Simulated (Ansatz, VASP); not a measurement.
Ru: VASP beside Ansatz

```
CELL_PARAMETERS angstrom
2.68817 0.00000 0.00000
-1.34409 2.32802 0.00000
0.00000 0.00000 4.25426
ATOMIC_POSITIONS crystal
Ru 0.34122 0.68381 0.25557
Ru 0.67455 0.35047 0.75557
```

Alike in both runs: functional PBEsol; k mesh 9 × 9 × 5; occupations fermi-dirac, width 0.05 eV; no spin polarisation.

Ansatz relaxed the structure, and its values are those at the end. VASP's run is a single point on that final structure, the one shown.

|  | VASP | Ansatz |
| --- | --- | --- |
| version | VASP 6.6.1 | Ansatz 0.2.0 |
| potentials or method | VASP PAW PBE potentials, release 64 (Ru_pv), cutoff 520 eV | all-electron LAPW, scalar-relativistic |

```tsv
	VASP	Ansatz	Ansatz less VASP
pressure (GPa)	-0.1	0.0	+0.05
```

Ansatz ran all-electron here, so the differences hold the error of VASP's frozen core and of both bases.

Caveats: the PAW data sets were made with another functional, which shifts forces and pressure a little (VASP).
